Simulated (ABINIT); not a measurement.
SiC (Moissanite) in ABINIT: convergence with k mesh

Crystal: SiC (Moissanite).

```
Si C
1.0
     3.07600    0.00000    0.00000
    -1.53800    2.66389    0.00000
     0.00000    0.00000    5.04800
Si C
2 2
Direct
  0.66667 0.33333 0.50000
  0.33333 0.66667 0.00000
  0.66667 0.33333 0.88500
  0.33333 0.66667 0.38500
```

```yaml
Program: ABINIT 10.8.3 (patched build)
Task: single point
Functional: PBE
Potentials_or_basis: PseudoDojo NC SR PBE v0.5 standard
Cutoff: 1116 eV
k_mesh: 2 × 2 × 1
Occupations: gaussian, width 0.1 eV
Spin: no spin polarisation
```

These are the settings of the first run; the series varies k mesh, with any setting tied to it.

Hardware: 1 thread of Arm Neoverse V2, on a shared host.

Question: The values tried are 2 × 2 × 1, 3 × 3 × 2, 4 × 4 × 2, 6 × 6 × 3, 8 × 8 × 4, 9 × 9 × 4, 10 × 10 × 5, 12 × 12 × 6, 15 × 15 × 8, loosest first. From which on does the largest force stay within 0.005 eV/Å of the tightest run that finished?

Answer: From 6 × 6 × 3 on.

```csv
k mesh,"energy less the tightest run, at zero smearing (meV/atom)",pressure (GPa),largest force (eV/Å),gap on the mesh (eV),SCF cycles,CPU time (s),peak memory (GiB)
2 × 2 × 1,383.14,3.21,0.212,2.500,9,2.8,0.07
3 × 3 × 2,122.34,4.35,0.593,2.267,9,6.7,0.07
4 × 4 × 2,29.57,3.89,0.691,2.577,10,8.3,0.07
6 × 6 × 3,4.28,3.68,0.757,2.328,9,15,0.08
8 × 8 × 4,0.12,3.67,0.757,2.588,10,32,0.09
9 × 9 × 4,-0.07,3.67,0.758,2.332,10,39,0.09
10 × 10 × 5,0.06,3.67,0.760,2.489,10,45,0.1
12 × 12 × 6,0.00,3.67,0.759,2.332,10,81,0.12
15 × 15 × 8,0.00,3.67,0.760,2.332,10,140,0.16
```

Against the tightest run, the energy stays within 1 meV/atom from 8 × 8 × 4 on; the pressure stays within 0.1 GPa from 6 × 6 × 3 on; the gap on the mesh stays within 0.01 eV from 12 × 12 × 6 on. Meshes of other sizes hit other points, so gaps and Fermi surfaces needn't settle smoothly. The tightest run that finished is the yardstick and may itself not be fully converged.

Caveat, for the tightest run too: an odd mesh through Γ misses points on the zone boundary, where band edges often lie.
